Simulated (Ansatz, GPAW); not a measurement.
Given: the input of a run of GPAW 26.7.0 (ASE script) on Hf (Hafnium). 

Contents of run.py:

```python
from ase import Atoms
from ase.dft.bandgap import bandgap
from ase.io import write
from ase.units import Bohr, GPa
from gpaw import GPAW, PW
from gpaw.elf import elf_from_dft_calculation

atoms = Atoms(['Hf', 'Hf'],
              cell=[[3.1967, 0.0, 0.0],
                    [-1.59835, 2.7684234083, 0.0],
                    [0.0, 0.0, 5.0578]],
              scaled_positions=[[0.6666666667, 0.3333333333, 0.75],
                                [0.3333333333, 0.6666666667, 0.25]],
              pbc=True)

calc = GPAW(mode=PW(600),
            xc='LDA',
            kpts={'size': (10, 10, 5), 'gamma': True},
            occupations={'name': 'methfessel-paxton', 'order': 0, 'width': 0.02},
            nbands=24,
            convergence={'density': 1e-05, 'energy': 1e-05},
            maxiter=150,
            txt='gpaw.txt')
atoms.calc = calc
energy = atoms.get_potential_energy()
forces = atoms.get_forces()
stress = atoms.get_stress()
calc.write('gs.gpw')
write('result.traj', atoms)
print(f'Energy: {energy:.6f} eV')
print('Forces (eV/A):')
print(forces.round(4))
print('Stress (GPa):', (stress / GPa).round(3))
print('Fermi level:', round(calc.get_fermi_level(), 4), 'eV')
print(f'Gap: {bandgap(calc)[0]:.4f} eV, direct: {bandgap(calc, direct=True)[0]:.4f} eV')

# fields on the real-space grid
write('density.cube', atoms, data=calc.get_pseudo_density() * Bohr**3)
write('potential.cube', atoms, data=calc.get_electrostatic_potential())
write('elf.cube', atoms, data=elf_from_dft_calculation(calc).data)
```

Potentials or basis: the program's PAW data sets (release 1.2.1) made for this functional, pw.

Run with:

```sh
$ OMP_NUM_THREADS=1 python run.py
```

Problem. Translate it to Ansatz 0.2.0. Potentials or basis there: Ansatz PAW, cutoff 420 eV.

Solution. As run (cutoffs and basis follow the program's own potentials, and thresholds, step limits or extra output files can differ):

File input.yaml:

```yaml
crystal:
  lattice:
    - [3.1967, 0.0, 0.0]
    - [-1.59835, 2.7684234083, 0.0]
    - [0.0, 0.0, 5.0578]
  atoms:
    - { symbol: Hf, position: [0.6666666667, 0.3333333333, 0.75] }
    - { symbol: Hf, position: [0.3333333333, 0.6666666667, 0.25] }
hamiltonian:
  xc: lda
  pseudopotentials: { kind: paw }
kpoints:
  mp_grid: { grid: [10, 10, 5] }
scf:
  occupations: { method: gaussian, width: 0.02 }
output:
  forces: true
  stress: true
  eigenvalues: true
  write_density: true
  write_potential: true
  elf: true
  volumetric_format: npy
```

Potentials or basis: Ansatz PAW.

Command:

```bash
$ ansatz run input.yaml --threads 2 --pin off --max-ram 5632MiB --backend cpu --events-out ev --progress --plain --runs-dir out
```

Both were run:

|  | GPAW | Ansatz |
| --- | --- | --- |
| Pressure | -7.7 GPa | -8.0 GPa |

Ansatz's pressure holds a Pulay term of +0.03 GPa for its cutoff of 420 eV, which the other run lacks.

The potentials hold 24 and 52 valence electrons a cell.

Ansatz's potentials were made for PBE.

Where Ansatz's input types no cutoff or centring, it takes its own default and a Γ-centred mesh.

The two programs' LDA may be different fits to the electron gas.

Pressure is positive in compression.
